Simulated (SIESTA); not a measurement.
Crystal: Al2Pt.

```
CELL_PARAMETERS angstrom
0.00000 2.95500 2.95500
2.95500 0.00000 2.95500
2.95500 2.95500 0.00000
ATOMIC_POSITIONS crystal
Pt 0.00000 0.00000 0.00000
Al 0.75000 0.75000 0.75000
Al 0.25000 0.25000 0.25000
```

| Property | Result |
| --- | --- |
| Program | SIESTA 5.4.2 |
| Task | single point |
| Functional | PBE |
| Potentials or basis | PseudoDojo 0.4 standard (PBE files) |
| Basis | DZP (energy shift 0.003 Ry; two zetas on semicore shells) |
| Grid cutoff | 800 Ry |
| Energy shift | 0.003 Ry |
| k mesh | 8 × 8 × 8 |
| Occupations | fermi-dirac, width 0.05 eV |
| Spin | no spin polarisation |

On this cell: pressure 3.4 GPa; largest force zero by symmetry; band gap on the k mesh none (metal or under the smearing width).

The same run follows on a disturbed copy (atoms moved at random, drawn with an rms of 0.05 Å):

```
CELL_PARAMETERS angstrom
0.00000 2.95500 2.95500
2.95500 0.00000 2.95500
2.95500 2.95500 0.00000
ATOMIC_POSITIONS crystal
Pt 0.01173 0.98495 0.99436
Al 0.75402 0.75336 0.74357
Al 0.25103 0.24881 0.25647
```

Problem. What changes?

Solution. The energy (extrapolated to zero smearing) moves by +8.8 meV/atom; pressure 3.8 GPa; largest force 0.648 eV/Å; band gap on the k mesh none (metal or under the smearing width).

Forces in eV/Å, atoms in the order of the input:
```
Pt   0.619 -0.084  0.173
Al  -0.191  0.157 -0.181
Al  -0.428 -0.073  0.008
```

Stress tensor (GPa, compression positive):
```
 3.66  0.57 -0.71
 0.57  3.86 -0.71
-0.71 -0.71  3.83
```

Caveats: short orbitals over semicore shells can move pressures by several GPa; the basis of atomic orbitals isn't converged, which shifts pressures, moduli and gaps.
